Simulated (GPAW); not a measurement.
# TiTe (F-43m) in GPAW: elastic constants with r2SCAN

Aim: the elastic constants of TiTe with r2SCAN.

Everything below comes from runs of GPAW 26.7.0. Logs are shortened: lines on timing, memory, paths and dates and some standing lists are left out, and cuts for length are marked. The log counts tension as positive stress, the text compression.

## 1. The crystal as given

It takes space group F-43m (No. 216, cubic). The conventional cell has a = 6.621 Å, b = 6.621 Å, c = 6.621 Å, α = 90.00°, β = 90.00°, γ = 90.00°. Ti (site symmetry -43m) is surrounded by 4 Te at 2.87 Å. Around Te (site symmetry -43m) lie 4 Ti at 2.87 Å.

The cell comes from a database or a generator and needn't be the stable form of this composition.

## 2. Elastic constants, r2SCAN, 36.28 Å³/atom

Contents of run.py:

```python
import json
import numpy as np
import spglib
from ase.constraints import FixSymmetry
from ase.filters import FrechetCellFilter
from ase.io import read, write
from ase.optimize import BFGS
from ase.stress import full_3x3_to_voigt_6_stress, voigt_6_to_full_3x3_strain, voigt_6_to_full_3x3_stress
from ase.units import GPa
from gpaw import GPAW, PW

atoms = read('TiTe.xyz')

calc = GPAW(mode=PW(600),
            xc='MGGA_X_R2SCAN+MGGA_C_R2SCAN',
            kpts={'size': (6, 6, 6), 'gamma': True},
            occupations={'name': 'fermi-dirac', 'width': 0.05},
            nbands=19,
            convergence={'density': 1e-06, 'eigenstates': 1e-09},
            maxiter=150,
            txt='gpaw.txt')
atoms.calc = calc
atoms.set_constraint(FixSymmetry(atoms))
BFGS(FrechetCellFilter(atoms), trajectory='relax.traj', logfile='-').run(fmax=0.005, steps=40)
atoms.set_constraint()
energy = atoms.get_potential_energy()
forces = atoms.get_forces()
stress = atoms.get_stress()
calc.write('gs.gpw')
write('result.traj', atoms)
print('Cell:', atoms.cell.cellpar().round(4))
print(atoms.get_scaled_positions().round(5))

gpts = tuple(int(n) for n in calc.get_number_of_grid_points())
cell = atoms.cell[:].T
dataset = spglib.get_symmetry((atoms.cell[:], atoms.get_scaled_positions(), atoms.numbers), symprec=1e-4)
rotations = [cell @ w @ np.linalg.inv(cell) for w in dataset['rotations']]
strains, clamped, relaxed = [], [], []
for v in [0, 3]:
    for e in (-0.005, 0.005):
        voigt = np.zeros(6)
        voigt[v] = e
        F = voigt_6_to_full_3x3_strain(voigt)
        a = atoms.copy()
        a.set_cell(atoms.cell[:] @ F, scale_atoms=True)
        c = GPAW(mode=PW(600),
                 xc='MGGA_X_R2SCAN+MGGA_C_R2SCAN',
                 kpts={'size': (6, 6, 6), 'gamma': True},
                 occupations={'name': 'fermi-dirac', 'width': 0.05},
                 nbands=19,
                 convergence={'density': 1e-06, 'eigenstates': 1e-09},
                 maxiter=150,
                 gpts=gpts,
                 txt=f'strain-{v}{e:+.3f}.txt')
        a.calc = c
        s0 = s1 = a.get_stress() - stress
        BFGS(a, logfile=None).run(fmax=0.003, steps=25)
        s1 = a.get_stress() - stress
        print(v, e, 'clamped', (s0 / GPa).round(3), 'relaxed', (s1 / GPa).round(3), flush=True)
        for R in rotations:  # images under the point group
            eps = R @ (F - np.eye(3)) @ R.T
            strains.append(full_3x3_to_voigt_6_stress(eps) * [1, 1, 1, 2, 2, 2])
            for s, rows in ((s0, clamped), (s1, relaxed)):
                rows.append(full_3x3_to_voigt_6_stress(R @ voigt_6_to_full_3x3_stress(s) @ R.T))

C0, C = (np.linalg.lstsq(np.array(strains), np.array(s), rcond=None)[0].T / GPa for s in (clamped, relaxed))
print('Clamped-ion Cij (GPa):')
print(C0.round(1))
print('Relaxed-ion Cij (GPa):')
print(C.round(1))
json.dump({'clamped': C0.tolist(), 'relaxed': C.tolist()}, open('elastic.json', 'w'))
```

Contents of TiTe.xyz:

```xyz
2
Lattice="0.0000000000 3.3105989600 3.3105989600 3.3105989600 0.0000000000 3.3105989600 3.3105989600 3.3105989600 0.0000000000" Properties=species:S:1:pos:R:3 pbc="T T T"
Ti     0.0000000000      0.0000000000      0.0000000000
Te     1.6552994800      1.6552994800      1.6552994800
```

Potentials or basis: GPAW PAW data sets (gpaw-data 1.2.1), pw.

Launch:

```sh
OMP_NUM_THREADS=1 python run.py
```

gpaw.txt:

```text
__  _  _
 | _ |_)|_||  |
 |__||  | ||/\| - 26.7.0

Input parameters:
  mode=PW(ecut=600.0),
  convergence={'density': 1e-06, 'eigenstates': 1e-09},
  kpts=MonkhorstPack(size=(6, 6, 6), gamma=True),
  maxiter=150,
  nbands=19,
  occupations=Occupations(name='fermi-dirac', width=0.05),
  xc=XC(name='MGGA_X_R2SCAN+MGGA_C_R2SCAN')

Diagonalizing LCAO Hamiltonian
Converting LCAO to pw mode

            Te

       Ti

Atoms  # Å, Bohr magnetons
|   | symbol |        x |        y |        z |    initial magnetic moments |
|---|--------|----------|----------|----------|-----------------------------|
| 0 |     Ti | 0.000000 | 0.000000 | 0.000000 | ( 0.0000,  0.0000,  0.0000) |
| 1 |     Te | 1.655299 | 1.655299 | 1.655299 | ( 0.0000,  0.0000,  0.0000) |

Unit cell  # Å
| periodic |        x |        y |        z |  lengths |    angles |
|----------|----------|----------|----------|----------|-----------|
|      yes | 0.000000 | 3.310599 | 3.310599 | 4.681894 | 60.000000 |
|      yes | 3.310599 | 0.000000 | 3.310599 | 4.681894 | 60.000000 |
|      yes | 3.310599 | 3.310599 | 0.000000 | 4.681894 | 60.000000 |

Number of symmetries: 24
Symmetry operations  # r_c * U_cc + t_c -> r_c
|    | kind |            matrix            |
|----|------|------------------------------|
|  0 |  E   |  1, 0, 0,  0, 1, 0,  0, 0, 1 |
|  1 |  σ   |  1, 0, 0,  0, 0, 1,  0, 1, 0 |
|  2 |  σ   |  1, 0,-1,  0, 1,-1,  0, 0,-1 |
|  3 |  C3  |  1, 0,-1,  0, 0,-1,  0, 1,-1 |
|  4 |  C3  |  1,-1, 0,  0,-1, 1,  0,-1, 0 |
|  5 |  σ   |  1,-1, 0,  0,-1, 0,  0,-1, 1 |
|  6 |  σ   |  0, 1, 0,  1, 0, 0,  0, 0, 1 |
|  7 |  C3  |  0, 1, 0,  0, 0, 1,  1, 0, 0 |
|  8 |  C2  |  0, 1,-1,  1, 0,-1,  0, 0,-1 |
[... 147 lines left out ...]
SCF iterations
|iter     | |      energy | eigst |  dens |
|---------|-|-------------|-------|-------|
|iter:   1| |  -34.372699 | +0.08 |       |
|iter:   2| |  -29.638829 | -1.48 | -1.32 |
|iter:   3| |-318796.007468 | +5.09 | -1.29 |
|iter:   4| |  -35.988673 | +0.90 | +1.57 |
|iter:   5| |  -28.790879 | +0.62 | -0.24 |
|iter:   6| |  -29.720938 | -0.89 | -1.53 |
|iter:   7| |  -29.752235 | -2.06 | -1.58 |
|iter:   8| |  -29.722887 | -3.16 | -1.49 |
|iter:   9| |  -29.703535 | -2.85 | -1.65 |
|iter:  10| |  -29.704248 | -3.61 | -2.24 |
|iter:  11| |  -29.704612c| -4.76 | -2.92 |
|iter:  12| |  -29.704634c| -5.47 | -3.35 |
|iter:  13| |  -29.704634c| -7.22 | -4.30 |
|iter:  14| |  -29.704633c| -8.25 | -4.70 |
|iter:  15| |  -29.704633c| -9.50c| -5.27 |
|iter:  16| |  -29.704633c| -9.61c| -5.92 |
|iter:  17| |  -29.704633c|-10.31c| -6.47c|
[... 41 lines left out ...]
No gap
No difference between direct/indirect transitions

Stress tensor  # eV/Ang^3
|         x |         y |         z |
|-----------|-----------|-----------|
|  0.045974 |  0.000000 | -0.000000 |
|  0.000000 |  0.045974 | -0.000000 |
| -0.000000 | -0.000000 |  0.045974 |

Forces  # eV/Ang
|        x |       y |       z |
|----------|---------|---------|
|  0.00000 | 0.00000 | 0.00000 |  # Ti   0
| -0.00000 | 0.00000 | 0.00000 |  # Te   1

Interpolating wave functions to new cell

            Te

[... 26 lines left out ...]
|  7 |  C3  |  0, 1, 0,  0, 0, 1,  1, 0, 0 |
|  8 |  C2  |  0, 1,-1,  1, 0,-1,  0, 0,-1 |
[... 207 lines left out ...]
No gap
No difference between direct/indirect transitions

Stress tensor  # eV/Ang^3
|         x |         y |        z |
|-----------|-----------|----------|
|  0.040402 | -0.000000 | 0.000000 |
| -0.000000 |  0.040402 | 0.000000 |
|  0.000000 |  0.000000 | 0.040402 |

Forces  # eV/Ang
|       x |        y |        z |
|---------|----------|----------|
| 0.00000 |  0.00000 |  0.00000 |  # Ti   0
| 0.00000 | -0.00000 | -0.00000 |  # Te   1
[... 180 lines left out ...]
SCF iterations
|iter     | |      energy | eigst |  dens |
|---------|-|-------------|-------|-------|
|iter:   1| |  -42.025621 | +0.67 |       |
|iter:   2| |  -31.745789 | -1.09 | -0.79 |
|iter:   3| |  -30.738944 | -0.40 | -0.87 |
|iter:   4| |  -30.066576 | -1.42 | -1.04 |
|iter:   5| |  -30.002302 | -1.78 | -1.40 |
|iter:   6| |  -30.009418 | -2.75 | -1.98 |
|iter:   7| |  -30.008313c| -4.01 | -2.41 |
|iter:   8| |  -30.008290c| -5.14 | -3.10 |
|iter:   9| |  -30.008294c| -6.61 | -3.80 |
|iter:  10| |  -30.008294c| -8.02 | -4.51 |
|iter:  11| |  -30.008294c| -8.42 | -4.87 |
|iter:  12| |  -30.008294c| -9.08c| -5.65 |
|iter:  13| |  -30.008294c| -9.68c| -6.17c|

Converged in 13 steps
Energy contributions relative to reference atoms: (reference = -208014.697716)

Energy contributions:
  Kinetic:          17.015455
  Coulomb:         -14.821394
  Zero:             -0.302627
  External:          0.000000
  Xc:              -31.878659
  Entropy:          -0.042138
  Spinorbit:         0.000000
  ----------------------------
  Free energy:     -30.029363
  Extrapolated:    -30.008294
[... 26 lines left out ...]
No gap
No difference between direct/indirect transitions

Stress tensor  # eV/Ang^3
|         x |         y |         z |
|-----------|-----------|-----------|
| -0.018098 | -0.000000 |  0.000000 |
| -0.000000 | -0.018098 |  0.000000 |
|  0.000000 |  0.000000 | -0.018098 |

Forces  # eV/Ang
|        x |        y |        z |
|----------|----------|----------|
| -0.00000 | -0.00000 | -0.00000 |  # Ti   0
|  0.00000 |  0.00000 |  0.00000 |  # Te   1

Interpolating wave functions to new cell

            Te
[... 233 lines left out ...]
No gap
No difference between direct/indirect transitions

Stress tensor  # eV/Ang^3
|        x |        y |        z |
|----------|----------|----------|
| 0.003067 | 0.000000 | 0.000000 |
| 0.000000 | 0.003067 | 0.000000 |
| 0.000000 | 0.000000 | 0.003067 |

Forces  # eV/Ang
|       x |        y |        z |
|---------|----------|----------|
| 0.00000 |  0.00000 | -0.00000 |  # Ti   0
| 0.00000 | -0.00000 | -0.00000 |  # Te   1
[... 183 lines left out ...]
|iter:   1| |  -38.336453 | -0.77 |       |
|iter:   2| |  -30.035091 | -1.13 | -1.76 |
|iter:   3| |  -30.036050 | -2.96 | -2.24 |
|iter:   4| |  -30.034857c| -3.88 | -2.33 |
|iter:   5| |  -30.034778c| -4.48 | -2.56 |
|iter:   6| |  -30.034716c| -4.58 | -2.77 |
|iter:   7| |  -30.034681c| -4.95 | -3.11 |
|iter:   8| |  -30.034669c| -5.84 | -3.27 |
|iter:   9| |  -30.034669c| -7.34 | -3.38 |
|iter:  10| |  -30.034669c| -7.87 | -3.42 |
|iter:  11| |  -30.034669c| -8.10 | -3.49 |
|iter:  12| |  -30.034670c| -6.77 | -3.54 |
|iter:  13| |  -30.034670c| -7.04 | -3.95 |
|iter:  14| |  -30.034670c| -8.47 | -4.73 |
|iter:  15| |  -30.034670c| -9.23c| -5.53 |
|iter:  16| |  -30.034670c| -9.48c| -6.04c|

Converged in 16 steps
Energy contributions relative to reference atoms: (reference = -208014.697716)

Energy contributions:
  Kinetic:          12.128764
  Coulomb:         -10.777726
  Zero:             -0.299427
  External:          0.000000
  Xc:              -31.063878
  Entropy:          -0.044806
  Spinorbit:         0.000000
  ----------------------------
  Free energy:     -30.057073
  Extrapolated:    -30.034670
[... 26 lines left out ...]
No gap
No difference between direct/indirect transitions

Stress tensor  # eV/Ang^3
|         x |         y |        z |
|-----------|-----------|----------|
|  0.000155 | -0.000000 | 0.000000 |
| -0.000000 |  0.000155 | 0.000000 |
|  0.000000 |  0.000000 | 0.000155 |

Forces  # eV/Ang
|       x |        y |        z |
|---------|----------|----------|
| 0.00000 | -0.00000 |  0.00000 |  # Ti   0
| 0.00000 | -0.00000 | -0.00000 |  # Te   1

# Writing to gs.gpw (mode='')
```

Wall time 18 min (1 thread of Arm Neoverse V1, shared host); peak memory 1.2 GiB.

Results:

* Free energy: -30.0571 eV
* Relaxed volume: 30.01 Å³/atom
* Relaxed cell: a = 4.395 Å, b = 4.395 Å, c = 4.395 Å, α = 60.00°, β = 60.00°, γ = 60.00°
* Space group after relaxing (to 0.05 Å): F-43m (No. 216)
* Pressure after relaxing: 0.0 GPa
* Band gap on the k mesh: none (metal or under the smearing width)
* Elastic constants C11, C12, C44: 61, 57, -15 GPa
* Voigt bulk modulus: 58 GPa

Caveat: the density grid can change from cell to cell, which puts small steps into energies and stress; the volume moved by over 15 % at a fixed basis, so the end points are rough; the elastic tensor has a negative eigenvalue, so either the cell is unstable as it stands or the mesh is too thin; the PAW data sets were made with another functional, which shifts forces and pressure a little.
